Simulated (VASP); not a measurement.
Wanted: the native input for a VASP 6.6.1 run.

```
Task                   : single point
Functional             : PBE
Potentials or basis    : VASP PAW PBE potentials, release 64 (W_sv, C)
Cutoff                 : 520 eV
k mesh                 : 8 × 4 × 4
Occupations            : gaussian, width 0.15 eV
Spin                   : no spin polarisation
Further INCAR settings : PREC = Normal; LREAL = Auto; ALGO = Fast; EDIFF = 1e-05; NBANDS = 51
```

The structure of W2C3 lies in POSCAR:

```
W2C3
1.0
    2.9415000000      0.0000000000      0.0000000000
    0.0000000000      5.8830000000      0.0000000000
    0.0000000000      0.0000000000      5.9726800000
W C
4 6
Direct
    0.5000000000      0.0000000000      0.7517770000
    0.5000000000      0.5000000000      0.7517770000
    0.0000000000      0.2500000000      0.2482230000
    0.0000000000      0.7500000000      0.2482230000
    0.0000000000      0.0000000000      0.5000000000
    0.0000000000      0.5000000000      0.5000000000
    0.5000000000      0.0000000000      0.1290220000
    0.5000000000      0.5000000000      0.1290220000
    0.0000000000      0.2500000000      0.8709780000
    0.0000000000      0.7500000000      0.8709780000
```

The cell was built by a generator and needn't be a form met in nature.

These files were run (other wordings do the same):

INCAR

```
SYSTEM = W2C3
ALGO     = Fast           ! electronic algorithm
EDIFF    = 1E-5           ! SCF threshold, eV
ENCUT    = 520            ! plane-wave cutoff, eV
GGA      = PE             ! functional
ISIF     = 2              ! what is computed and relaxed
ISMEAR   = 0              ! smearing method
LASPH    = .TRUE.         ! aspherical terms in the spheres
LCHARG   = .FALSE.        ! write CHGCAR
LREAL    = Auto         
LWAVE    = .FALSE.        ! write WAVECAR
NBANDS   = 51             ! bands
NELM     = 80             ! most SCF steps
PREC     = Normal         ! precision mode
SIGMA    = 0.15           ! smearing width, eV
```

KPOINTS

```
k-points
0
G
  8 4 4
  0 0 0
```

Potentials or basis: VASP PAW PBE potentials, release 64 (W_sv, C).

Launch:

```console
$ cat potpaw_PBE.64/W_sv/POTCAR potpaw_PBE.64/C/POTCAR > POTCAR
$ mpirun -np 1 vasp_std > vasp.out
```

It gave:

- Pressure: 0.0 GPa
- Largest force: 0.130 eV/Å
- Band gap on the k mesh: none (metal or under the smearing width)

Wall time 110 s on 1 thread of Intel(R) Xeon(R) Platinum 8488C (Sapphire Rapids), on a shared host, peak memory 0.25 GiB.
